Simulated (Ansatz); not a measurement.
Wanted: the native input for an Ansatz 0.2.0 run.

```yaml
Task: band structure
Functional: HSE06
Potentials_or_basis: Ansatz PAW
Cutoff: "420 eV (not typed: the program's choice for these potentials)"
k_mesh: 6 × 6 × 6
Occupations: fermi-dirac, width 0.05 eV
Spin: no spin polarisation
Path: "[[\"G\", \"M\", \"K\", \"G\", \"A\", \"L\", \"H\", \"A\"], [\"L\", \"M\"], [\"K\", \"H\"]]"
Points_for_each_segment_of_the_path: 4
```

The system is MoP.

```
Mo P
1.0
     3.22300    0.00000    0.00000
    -1.61150    2.79120    0.00000
     0.00000    0.00000    3.19100
Mo P
1 1
Direct
  0.00000 0.00000 0.00000
  0.33333 0.66667 0.50000
```

The input as run:

input

```
crystal:
  lattice:
    - [3.223, 0.0, 0.0]
    - [-1.6115, 2.7911998764, 0.0]
    - [0.0, 0.0, 3.191]
  atoms:
    - { symbol: Mo, position: [0.0, 0.0, 0.0] }
    - { symbol: P, position: [0.3333333333, 0.6666666667, 0.5] }
hamiltonian:
  xc: hse06
  pseudopotentials: { kind: paw }
kpoints:
  mp_grid: { grid: [6, 6, 6] }
  band_path:
    path:
      - [[0.0, 0.0, 0.0], [0.5, 0.0, 0.0], [0.3333333333, 0.3333333333, 0.0], [0.0, 0.0, 0.0], [0.0, 0.0, 0.5], [0.5, 0.0, 0.5], [0.3333333333, 0.3333333333, 0.5], [0.0, 0.0, 0.5]]
      - [[0.5, 0.0, 0.5], [0.5, 0.0, 0.0]]
      - [[0.3333333333, 0.3333333333, 0.0], [0.3333333333, 0.3333333333, 0.5]]
    npoints: 4
scf:
  occupations: { method: fermi_dirac, width: 0.05 }
  n_extra_bands: 6
output:
  forces: true
  stress: true
  eigenvalues: true
  fatbands: false
```

Results of the run:

```
Pressure               : -4.4 GPa
Band gap on the k mesh : none (metal or under the smearing width)
```

Caveat: the k mesh is coarse (spacing up to 0.38 Å⁻¹), so the values aren't converged, least of all with exact exchange; the PAW data sets come from PBE, with cores solved anew for the run's functional, which leaves a small shift of forces and pressure; the thresholds are loose for stress.

It took 38 s on 1 × NVIDIA H100 80GB HBM3 with 2 threads of AMD EPYC 7R13 Processor (Zen 3), on a shared host, peak memory 2.1 GiB.
